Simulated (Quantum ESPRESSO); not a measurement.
# BN: zone-centre phonons and dielectric response under several settings

```
N B
1.0
     0.00000    1.81300    1.81300
     1.81300    0.00000    1.81300
     1.81300    1.81300    0.00000
N B
1 1
Direct
  0.25000 0.25000 0.25000
  0.00000 0.00000 0.00000
```

The cell is a database's computed one.

All runs used Quantum ESPRESSO 7.5; potentials PseudoDojo 0.4.1 SR PBE standard; k mesh 8 × 8 × 8, shifted; relaxed cell; no spin polarisation; cutoff 1143 eV; occupations smeared at first, fixed for the response.

```tsv
level	volume (Å³/atom)	lowest optical mode without the field (cm⁻¹)	highest mode with the field (cm⁻¹)	ε∞ (mean)	ε0 (mean)	Born charge of atom 1 (e)
PBE	?	?	?	?	?	?
AM05	5.86	1053	1283	4.58	6.8	-1.89
WC	5.89	1042	1277	4.57	6.9	-1.91
revPBE	5.97	1025	1262	4.54	6.9	-1.91
```

Task: What stands in the row left open?

Result: Volume 5.95 Å³/atom; lowest optical mode without the field 1029 cm⁻¹; highest mode with the field 1266 cm⁻¹; ε∞ 4.55; ε0 6.9; Born charge of atom 1 -1.91 e.

Caveats: the potentials were made for another functional, which shifts forces and pressure (some runs).
